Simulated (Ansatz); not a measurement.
# W: band structure with r2SCAN

Crystal: W.

```xyz
1
Lattice="0.0000 2.0300 2.0300 2.0300 0.0000 2.0300 2.0300 2.0300 0.0000" Properties=species:S:1:pos:R:3 pbc="T T T"
W     0.0000    0.0000    0.0000
```

This isn't the form of W at room conditions, which is bcc.

- Program: Ansatz 0.2.0
- Task: band structure
- Functional: r2SCAN
- Potentials or basis: Ansatz PAW
- Cutoff: 500 eV (not typed: the program's choice for these potentials)
- k mesh: 8 × 8 × 8
- Occupations: fermi-dirac, width 0.05 eV
- Spin: spin-orbit coupling, no magnetisation
- Path: [["G", "X", "W", "K", "G", "L", "U", "W", "L", "K"], ["U", "X"]]
- Points for each segment of the path: 14

```json
{
 "Pressure": "-8.8 GPa",
 "Band gap on the k mesh": "none (metal or under the smearing width)"
}
```

Levels at the corners of the path, in eV from the Fermi level:
```tsv
point	band 11	band 12	band 13	band 14	band 15	band 16	band 17	band 18
Γ	-0.76	-0.76	-0.76	-0.76	-0.24	-0.24	2.80	2.80
X	-4.66	-4.66	2.71	2.71	5.09	5.09	5.57	5.57
W	-2.30	-2.30	-2.08	-2.08	1.46	1.46	5.83	5.83
K	-3.46	-3.46	-0.34	-0.34	2.79	2.79	4.74	4.74
Γ	-0.76	-0.76	-0.76	-0.76	-0.24	-0.24	2.80	2.80
L	-1.00	-1.00	-0.45	-0.45	0.30	0.30	4.95	4.95
U	-3.46	-3.46	-0.34	-0.34	2.79	2.79	4.74	4.74
W	-2.30	-2.30	-2.08	-2.08	1.46	1.46	5.83	5.83
L	-1.00	-1.00	-0.45	-0.45	0.30	0.30	4.95	4.95
K	-3.46	-3.46	-0.34	-0.34	2.79	2.79	4.74	4.74
U	-3.46	-3.46	-0.34	-0.34	2.79	2.79	4.74	4.74
X	-4.66	-4.66	2.71	2.71	5.09	5.09	5.57	5.57
```

It took 10 s on 2 threads of Arm Neoverse V2, on a shared host, peak memory 0.39 GiB.

Caveat: the PAW data sets come from PBE, with cores solved anew for the run's functional, which leaves a small shift of forces and pressure.
